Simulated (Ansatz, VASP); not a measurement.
## Two plane-wave programs on MgO

INCAR

```
PREC = Accurate
ENCUT = 520
EDIFF = 1E-7
ISMEAR = 0
SIGMA = 0.05
LREAL = False
LASPH = True
NELM = 60
ALGO = Normal
ISIF = 2
LWAVE = False
LCHARG = True
GGA = PE
LELF = True
LVHAR = True
NBANDS = 16
```

Contents of KPOINTS:

```
Automatic mesh
0
Gamma
  8 8 8
```

Contents of POSCAR:

```
MgO
1.0
    3.0078233108      0.0000000000      0.0000000000
    0.0000000000      3.0078233108      0.0000000000
    0.0000000000      0.0000000000      4.2537045194
Mg O
2 2
Direct
    0.0000000000      0.0000000000      0.0000000000
    0.5000000000      0.5000000000      0.5000000000
    0.0000000000      0.0000000000      0.5000000000
    0.5000000000      0.5000000000      0.0000000000
```

Input for Ansatz:

```yaml
crystal:
  lattice:
    - [3.0078233108, 0.0, 0.0]
    - [0.0, 3.0078233108, 0.0]
    - [0.0, 0.0, 4.2537045194]
  atoms:
    - { symbol: Mg, position: [0.0, 0.0, 0.0] }
    - { symbol: Mg, position: [0.5, 0.5, 0.5] }
    - { symbol: O, position: [0.0, 0.0, 0.5] }
    - { symbol: O, position: [0.5, 0.5, 0.0] }
basis:
  ecutwfc: 420
kpoints:
  mp_grid: { grid: [8, 8, 8] }
hamiltonian:
  xc: pbe
scf:
  occupations: { method: gaussian, width: 0.05 }
output:
  forces: true
  stress: true
  eigenvalues: true
```

Alike in both runs: task single point; functional PBE; k mesh 8 × 8 × 8; occupations gaussian, width 0.05 eV; no spin polarisation.

|  | VASP | Ansatz |
| --- | --- | --- |
| version | VASP 6.6.1 | Ansatz 0.2.0 |
| potentials or method | VASP PAW PBE potentials, release 64 (Mg, O) | scalar-relativistic, plane waves, PAW |
| plane-wave cutoff (eV) | 520 | 420 |
| valence electrons in the cell | 16 | 32 |

```tsv
	VASP	Ansatz	Ansatz less VASP
gap on the k mesh at the Fermi level (eV)	4.44	4.46	+0.017
least direct gap on the mesh (eV)	4.44	4.46	+0.017
pressure (GPa)	-0.7	0.0	+0.73
```

With one functional, cell and mesh, what is left measures potentials, basis and numerics. The two sets of potentials don't hold the same shells in valence.

A k mesh can miss the band edges.
